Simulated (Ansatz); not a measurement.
**TiO2: 49Ti nuclear quadrupole resonance**

Cell: a computed structure from the Materials Project (it need not be an observed phase), taken as it stands.

Space group Pbcn (No. 60); a = 4.5453, b = 5.5196, c = 4.9092 Å.

```
site  Wyckoff  site symmetry       x       y       z
  Ti       4c            .2.  0.5000  0.6730  0.7500
   O       8d              1  0.7285  0.6183  0.0814
```

One atom of each set is listed.

Level of theory: DFT, PBE, plane waves and PAW, scalar-relativistic, 420 eV cutoff, Γ-centred 5×4×4 k-points, Fermi–Dirac smearing 0.02 eV (Ansatz 0.2.0).

49Ti: I = 7/2, Q = 247.0 mb (year-2017 value). Static lattice, zero field.

Problem. At which frequencies do the 49Ti NQR lines lie?

Solution. For I = 7/2 and η = 0 the lines are |C_Q|/14 times 1, 2 and 3; η shifts the lowest up most.

```tsv
site	atoms	V_zz (10²¹ V/m²)	C_Q (MHz)	η	line frequencies (MHz)
Ti	4	2.74	16.3	0.27	1.44, 2.26, 3.48
```

Problem. And for 47Ti (I = 5/2, Q = 302.0 mb) on Ti?

Solution. C_Q scales with Q to 20.0 MHz, with lines at 3.22, 5.91 MHz.
